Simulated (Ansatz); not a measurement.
# Al (Fm-3m) in Ansatz: a series of runs

One crystal, Al, is run at these levels: PBE+D4; tasks: single point, equation of state.

Program: Ansatz 0.2.0. These are calculated values, not measurements. Logs are shortened: lines on timing, memory, paths and dates and some standing lists are left out, and cuts for length are marked.

**The experiment to reproduce.**

From “The interpretation of polycrystalline coherent inelastic neutron scattering from aluminium”, 2013, pmc:3831299, for a bulk crystal of Al: bulk modulus 76.9 GPa.

The results are compared with them further down.

**1. The crystal as given**

Symmetry: Fm-3m, No. 225, cubic system. The conventional cell has a = 4.050 Å, b = 4.050 Å, c = 4.050 Å, α = 90.00°, β = 90.00°, γ = 90.00°. Al (site symmetry m-3m) has 12 Al at 2.86 Å as nearest neighbours.

**2. Single point, PBE+D4, 15.61 Å³/atom (volume scaled by 0.94)**

Contents of input.yaml:

```yaml
crystal:
  lattice:
    - [0.0, 1.9834708509, 1.9834708509]
    - [1.9834708509, 0.0, 1.9834708509]
    - [1.9834708509, 1.9834708509, 0.0]
  atoms:
    - { symbol: Al, position: [0.0, 0.0, 0.0] }
hamiltonian:
  xc: pbe
  pseudopotentials: { kind: paw }
  dispersion: d4
kpoints:
  mp_grid: { grid: [11, 11, 11] }
scf:
  occupations: { method: fermi_dirac, width: 0.05 }
output:
  forces: true
  stress: true
  eigenvalues: true
  write_density: true
  write_potential: true
  elf: true
  volumetric_format: npy
```

Potentials or basis: Ansatz PAW.

Command:

```sh
$ ansatz run input.yaml --threads 2 --pin off --max-ram 5120MiB --backend cpu --events-out ev --progress --plain --runs-dir out
```

Standard output:

```text
Warning: RAYON_NUM_THREADS=2 ignored (pool sized by the plan → 2); use --threads N
Engine: ansatz 0.2.0, aarch64-unknown-linux-gnu
Pseudopotentials: kind: paw
Pseudopotential: Al, paw, valence charge 3, recommended cutoff 420 eV (normal), Al.paw.azcp
Functional definition: PBE
  parameter kappa = 0.804
  parameter beta = 0.06672455060314922
  exchange = pbe_x(kappa = kappa, mu = beta*pi^2/3)
  correlation = pbe_c(beta = beta)
Crystal: 1 atoms, lattice volume = 15.607 Å³
Basis set: ecut = 420 eV, 307 PW (Γ), exchange–correlation on 40×40×40 points (8 copies of the dense FFT grid, shifted against one another)
Bands: 6, of which v1, the nominal top of the filled ones, is band 2 counted from 1 (1 counted from 0)
Symmetry: 48 space group operations
Space group: Fm-3m (ITA 225), of the structure as read, at distance tolerance 2.5e-5 Å
k-points: 56 of 1331
Non-local potential: Al, projectors of the file, l = 0: 2, l = 1: 2, l = 2: 1
PAW form: soft (Blöchl's): semilocal exchange-correlation on the pseudo side does not see the compensation charge
PAW one-centre angular grid: Al, 110 points (default); XC on 64 Gauss nodes
Initial density: superposition of atomic densities (neutral atoms: chi_scale 0, normalization atom), corrected by the library's trained network
Initial wavefunctions: pseudopotential atomic-orbital guess
Functional: x = pbe(κ = 0.804, μ = 0.2195149727645171), c = pbe(β = 0.06672455060314922)
SCF iter   1: F=—  HF=-537.861592 eV  |F-HF|=—  |Δ(HF+E_count)|=         —  Δρ=6.71e-4  dr2=3.88e-5  ethr=1.77e-3  ⟨swp⟩=4.9  Hψ=2933  notcnv=0
preconditioner: auto → none  [metal: Δε(μ)=0.075 eV  Ē_g=13.703 eV  σ=0.050 eV  W_gap=0.36  n_scr=0 (ndim 8)  ℏωp=16.3 eV  f_vac=0.000  D(μ)=0.51/eV (n_scr^D=0)]
SCF iter   2: F=—  HF=-537.861606 eV  |F-HF|=—  |Δ(HF+E_count)|=   1.38e-5  Δρ=3.35e-4  dr2=9.09e-6  ethr=1.29e-6  ⟨swp⟩=1.7  Hψ=825  notcnv=0
iter 3 did not close the SCF: its close was put off for the readings that it lacked (scf_convergence_deferred on its scf_iter line)
SCF iter   3: F=-537.861612 eV  HF=-537.861612 eV  |F-HF|=1.27e-8  |Δ(HF+E_count)|=   6.48e-6  Δρ=1.29e-5  dr2=9.94e-9  ethr=3.03e-7  ⟨swp⟩=1.8  Hψ=368  notcnv=0
iter 4 did not close the SCF: its close was put off for the readings that it lacked (scf_convergence_deferred on its scf_iter line)
SCF iter   4: F=-537.861612 eV  HF=-537.861612 eV  |F-HF|=5.91e-10  |Δ(HF+E_count)|=   1.15e-8  Δρ=3.35e-6  dr2=8.24e-10  ethr=3.31e-10  ⟨swp⟩=1.4  Hψ=340  notcnv=0
iter 5 did not close the SCF: its close was put off for the readings that it lacked (scf_convergence_deferred on its scf_iter line)
SCF iter   5: F=-537.861612 eV  HF=-537.861612 eV  |F-HF|=1.14e-13  |Δ(HF+E_count)|=  6.21e-10  Δρ=6.52e-8  dr2=3.67e-13  ethr=2.75e-11  ⟨swp⟩=1.3  Hψ=334  notcnv=0
SCF iter   6: F=-537.861612 eV  HF=-537.861612 eV  |F-HF|=1.14e-13  |Δ(HF+E_count)|=  1.02e-12  Δρ=1.04e-8  dr2=1.50e-14  ethr=1.00e-12  ⟨swp⟩=3.9  Hψ=1247  notcnv=0
SCF 1 converged in 6 iterations: F = -537.861612 eV  dr2 = 1.50e-14
SCF converged after 6 iterations
Free energy (F): -537.861612 eV
Harris-Foulkes:  -537.861612 eV  (|F-HF|=1.14e-13)
Internal energy: -537.857714 eV  (E = F + TS)
E sigma→0 (E₀):  -537.859663 eV
Entropy (-TS):   -0.003898 eV (-3.898 meV/atom)
Fermi energy:    8.532320 eV
--- Per-component energies (eV) ---
  E_band       = 11.866529
  E_kinetic    = 23.621733
  E_local      = 10.750778  (includes V_loc(G=0)·N_el)
  E_nonlocal   = 10.453825
  E_hartree    = 0.115039
  E_xc         = -40.105529
  E_vxc        = -29.442535  (∫ρ·V_xc dr)
  E_paw        = -467.438853  (= ΣΔE_a)
  E_vpaw       = -3.747350  (= ΣTr[D̂ρ^β])
  E_aug_tail   = -0.000002  (compensation charges beyond the density's cutoff)
  E_ewald      = -74.891887
  E_disp       = -0.362819  (pairwise vdW)
  E_smearing   = -0.003898  (= −TS)
  E_closure    = -0.000000  (closes the sum)
  Σ components = -537.861612   (vs F -537.861612, Δ=0.00e0)
--- Forces (eV/Å), atoms counted from 1 ---
  atom   1  Al    -0.00000000    -0.00000000     0.00000000
  max |Σ_I F_I| component: 3.29e-32 eV/Å
--- Stress (GPa, compression-positive) ---
        1.474631       0.000000      -0.000000
        0.000000       1.474631       0.000000
       -0.000000       0.000000       1.474631
  P = ⅓ Tr σ = 1.4746 GPa (14.746 kbar)
--- Band table (eV; the first three rows and the last of 56) ---
  k-point 0: bands = ["-2.9809", "21.3646", "21.3646", "21.3646", "23.3984", "23.3984"]
  k-point 1: bands = ["-2.7480", "18.5015", "20.8300", "20.8300", "23.9098", "24.2908"]
  k-point 2: bands = ["-2.0519", "14.7585", "20.1402", "20.1402", "23.6141", "25.0163"]
  k-point 55: bands = ["7.0593", "7.3191", "8.8462", "10.9210", "22.9095", "25.9623"]
```

Run time: 0.5 s. Hardware: 2 threads of Arm Neoverse V1, shared host; peak memory 0.24 GiB.

Results:

| Quantity | Value |
| --- | --- |
| Free energy | -537.8616 eV |
| Pressure | 1.5 GPa |
| Band gap on the k mesh | none (metal or under the smearing width) |

Caveat: pairwise dispersion overbinds metals, which lowers pressure and volume.

**3. Single point, PBE+D4, 15.94 Å³/atom (volume scaled by 0.96)**

Contents of input.yaml:

```yaml
crystal:
  lattice:
    - [0.0, 1.9974394157, 1.9974394157]
    - [1.9974394157, 0.0, 1.9974394157]
    - [1.9974394157, 1.9974394157, 0.0]
  atoms:
    - { symbol: Al, position: [0.0, 0.0, 0.0] }
hamiltonian:
  xc: pbe
  pseudopotentials: { kind: paw }
  dispersion: d4
kpoints:
  mp_grid: { grid: [11, 11, 11] }
scf:
  occupations: { method: fermi_dirac, width: 0.05 }
output:
  forces: true
  stress: true
  eigenvalues: true
```

Potentials or basis: Ansatz PAW.

Command:

```sh
$ ansatz run input.yaml --threads 2 --pin off --max-ram 5120MiB --backend cpu --events-out ev --progress --plain --runs-dir out
```

Run time: 0.42 s. Hardware: 2 threads of Arm Neoverse V1, shared host; peak memory 0.24 GiB.

The run converged. Its results:

| Property | Result |
| --- | --- |
| Free energy | -537.8627 eV |
| Pressure | -0.4 GPa |
| Band gap on the k mesh | none (metal or under the smearing width) |

Caveat: pairwise dispersion overbinds metals, which lowers pressure and volume.

**4. Single point, PBE+D4, 16.27 Å³/atom (volume scaled by 0.98)**

Changes to input.yaml since step 3:

```diff
@@ -2,5 +2,5 @@
   lattice:
-    - [0.0, 1.9974394157, 1.9974394157]
-    - [1.9974394157, 0.0, 1.9974394157]
-    - [1.9974394157, 1.9974394157, 0.0]
+    - [0.0, 2.0112152952, 2.0112152952]
+    - [2.0112152952, 0.0, 2.0112152952]
+    - [2.0112152952, 2.0112152952, 0.0]
   atoms:
```

Command:

```sh
$ ansatz run input.yaml --threads 2 --pin off --max-ram 5120MiB --backend cpu --events-out ev --progress --plain --runs-dir out
```

Wall time 0.42 s (2 threads of Arm Neoverse V1, shared host); peak memory 0.24 GiB.

It converged, with:

```yaml
Free_energy: -537.8601 eV
Pressure: -2.1 GPa
Band_gap_on_the_k_mesh: none (metal or under the smearing width)
```

Caveat: pairwise dispersion overbinds metals, which lowers pressure and volume.

**5. Single point, PBE+D4, 16.60 Å³/atom**

Changes to input.yaml since step 4:

```diff
@@ -2,5 +2,5 @@
   lattice:
-    - [0.0, 2.0112152952, 2.0112152952]
-    - [2.0112152952, 0.0, 2.0112152952]
-    - [2.0112152952, 2.0112152952, 0.0]
+    - [0.0, 2.024805, 2.024805]
+    - [2.024805, 0.0, 2.024805]
+    - [2.024805, 2.024805, 0.0]
   atoms:
@@ -19 +19,5 @@
   eigenvalues: true
+  write_density: true
+  write_potential: true
+  elf: true
+  volumetric_format: npy
```

Command:

```sh
$ ansatz run input.yaml --threads 2 --pin off --max-ram 5120MiB --backend cpu --events-out ev --progress --plain --runs-dir out
```

It took 0.49 s on 2 threads of Arm Neoverse V1, shared host; peak memory 0.24 GiB.

The run converged. Its results:

| Property | Result |
| --- | --- |
| Free energy | -537.8542 eV |
| Pressure | -3.6 GPa |
| Band gap on the k mesh | none (metal or under the smearing width) |

Caveat: pairwise dispersion overbinds metals, which lowers pressure and volume.

**6. Single point, PBE+D4, 16.93 Å³/atom (volume scaled by 1.02)**

Changes to input.yaml since step 5:

```diff
@@ -2,5 +2,5 @@
   lattice:
-    - [0.0, 2.024805, 2.024805]
-    - [2.024805, 0.0, 2.024805]
-    - [2.024805, 2.024805, 0.0]
+    - [0.0, 2.0382146954, 2.0382146954]
+    - [2.0382146954, 0.0, 2.0382146954]
+    - [2.0382146954, 2.0382146954, 0.0]
   atoms:
```

Potentials or basis: Ansatz PAW.

Command:

```sh
$ ansatz run input.yaml --threads 2 --pin off --max-ram 5120MiB --backend cpu --events-out ev --progress --plain --runs-dir out
```

Wall time 0.49 s (2 threads of Arm Neoverse V1, shared host); peak memory 0.24 GiB.

It converged, with:

* Free energy: -537.8453 eV
* Pressure: -4.9 GPa
* Band gap on the k mesh: none (metal or under the smearing width)

Caveat: pairwise dispersion overbinds metals, which lowers pressure and volume.

**7. Single point, PBE+D4, 17.27 Å³/atom (volume scaled by 1.04)**

Contents of input.yaml:

```yaml
crystal:
  lattice:
    - [0.0, 2.0514502267, 2.0514502267]
    - [2.0514502267, 0.0, 2.0514502267]
    - [2.0514502267, 2.0514502267, 0.0]
  atoms:
    - { symbol: Al, position: [0.0, 0.0, 0.0] }
hamiltonian:
  xc: pbe
  pseudopotentials: { kind: paw }
  dispersion: d4
kpoints:
  mp_grid: { grid: [11, 11, 11] }
scf:
  occupations: { method: fermi_dirac, width: 0.05 }
output:
  forces: true
  stress: true
  eigenvalues: true
```

Command:

```sh
$ ansatz run input.yaml --threads 2 --pin off --max-ram 5120MiB --backend cpu --events-out ev --progress --plain --runs-dir out
```

Run time: 0.42 s. Hardware: 2 threads of Arm Neoverse V1, shared host; peak memory 0.24 GiB.

The run converged. Its results:

```
Free energy            : -537.8338 eV
Pressure               : -6.1 GPa
Band gap on the k mesh : none (metal or under the smearing width)
```

Caveat: pairwise dispersion overbinds metals, which lowers pressure and volume.

**8. Single point, PBE+D4, 17.60 Å³/atom (volume scaled by 1.06)**

Changes to input.yaml since step 7:

```diff
@@ -2,5 +2,5 @@
   lattice:
-    - [0.0, 2.0514502267, 2.0514502267]
-    - [2.0514502267, 0.0, 2.0514502267]
-    - [2.0514502267, 2.0514502267, 0.0]
+    - [0.0, 2.0645171409, 2.0645171409]
+    - [2.0645171409, 0.0, 2.0645171409]
+    - [2.0645171409, 2.0645171409, 0.0]
   atoms:
```

Command:

```sh
$ ansatz run input.yaml --threads 2 --pin off --max-ram 5120MiB --backend cpu --events-out ev --progress --plain --runs-dir out
```

It took 0.42 s on 2 threads of Arm Neoverse V1, shared host; peak memory 0.24 GiB.

The run converged. Its results:

```yaml
Free_energy: -537.8199 eV
Pressure: -7.2 GPa
Band_gap_on_the_k_mesh: none (metal or under the smearing width)
```

Caveat: pairwise dispersion overbinds metals, which lowers pressure and volume.

**9. Equation of state, PBE+D4**

Potentials or basis: Ansatz PAW.

This step only gathers the single runs of the series.

What came out:

| Item | Value |
| --- | --- |
| Equilibrium volume | 15.86 Å³/atom |
| Bulk modulus | 87 GPa |
| Pressure derivative of the bulk modulus | 4.5 |

Energy against volume, from the lowest point:
```tsv
volume (Å³/atom)	energy (meV/atom)
15.607	1.07
15.939	0.00
16.271	2.61
16.603	8.53
16.935	17.41
17.267	28.90
17.599	42.74
```

**10. How close it comes**

Step 9. Measured bulk modulus of Al: 76.9 GPa (quoted in “The interpretation of polycrystalline coherent inelastic neutron scattering from aluminium”, 2013, pmc:3831299). This calculation gives 87 GPa (+13.7 %). The fit is for a static lattice scaled at fixed shape and fixed fractional positions. The cell as given is a measured one (16.60 Å³/atom); PBE+D4 puts the equilibrium volume -4.4 % from it, thermal expansion not counted.
